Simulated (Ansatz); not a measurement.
Runs of Ansatz 0.2.0 on CdTe. The structure is cubic, space group F-43m (No. 216). The conventional cell has a = 6.410 Å, b = 6.410 Å, c = 6.410 Å, α = 90.00°, β = 90.00°, γ = 90.00°. Around Te (site symmetry -43m) lie 4 Cd at 2.78 Å. Around Cd (site symmetry -43m) lie 4 Te at 2.78 Å. 

```csv
task,level,potentials or basis,spin,k mesh,cutoff (eV),smearing,basis error allowed,mesh quality,gap on the mesh (eV),pressure (GPa)
single point,PBE,"all-electron LAPW, scalar-relativistic",off,3 × 3 × 3,240,fermi-dirac 0.02 eV,0.002 eV/atom,coarse,(b),5.2
single point,PBE,"all-electron LAPW, scalar-relativistic",off,7 × 7 × 7,260,gaussian 0.027 eV,0.001 eV/atom,not flagged,0.87,4.3
band structure,PBEsol,"all-electron LAPW, relativistic spinors","SOC, no magnetisation",5 × 5 × 5,260,fermi-dirac 0.05 eV,0.001 eV/atom,not flagged,0.48,1.8
phonons,PBEsol,"all-electron LAPW, scalar-relativistic",off,5 × 5 × 5,280,fermi-dirac 0.05 eV,0.001 eV/atom,not flagged,(a),-
band structure,PBE,"all-electron LAPW, relativistic spinors","SOC, no magnetisation",5 × 5 × 5,260,fermi-dirac 0.05 eV,0.001 eV/atom,not flagged,0.60,4.3
```

Alike in all rows: cell as given.

Task: Estimate the missing entries.

Result: (a) 0.75; (b) 0.84.

Caveats: some runs use coarse meshes; spin-orbit coupling is left out, which moves the levels of the heavy elements (some runs).

A k mesh can miss the band edges, and rows without SOC leave out spin-orbit coupling on Cd, Te.
